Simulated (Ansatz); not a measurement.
MgAl₂O₄:
```xyz
14
Lattice="0.0000 4.0525 4.0525 4.0525 0.0000 4.0525 4.0525 4.0525 0.0000" Properties=species:S:1:pos:R:3 pbc="T T T"
Mg     6.0788     6.0788     6.0788
Mg     4.0525     4.0525     4.0525
Al     1.0131     3.0394     3.0394
Al     3.0394     3.0394     1.0131
Al     3.0394     1.0131     3.0394
Al     1.0131     1.0131     1.0131
O      2.9296     2.9296     2.9296
O      7.2018     4.9558     4.9558
O      5.1755     5.1755     2.9296
O      4.9558     7.2018     4.9558
O      2.9296     5.1755     5.1755
O      7.2018     7.2018     7.2018
O      5.1755     2.9296     5.1755
O      4.9558     4.9558     7.2018
```

Cartesian axes are those of the cell as given.

Give the high-frequency dielectric tensor and the Born effective charge tensors of the independent atoms from DFPT, PBEsol (plane waves, PAW; program Ansatz).


ε∞:
```
3.11  0.00  0.00
0.00  3.11  0.00
0.00  0.00  3.11
```
Z* of atom 1 (Mg), rows: field, columns: displacement, in e:
```
2.04  0.00  0.00
0.00  2.04  0.00
0.00  0.00  2.04
```
Z* of atom 3 (Al), rows: field, columns: displacement, in e:
```
 2.79  -0.29  -0.29
-0.29   2.79   0.29
-0.29   0.29   2.79
```
Z* of atom 7 (O), rows: field, columns: displacement, in e:
```
-1.90   0.00   0.00
 0.00  -1.90   0.00
 0.00   0.00  -1.90
```

Space group Fd-3m (spinel). The PBEsol relaxation kept the symmetry of its start.

Potentials: the earlier of the program's two PAW sets. The files were generated under PBE; for other functionals the program regenerates the frozen cores, and for LDA and PBEsol the local potential too.
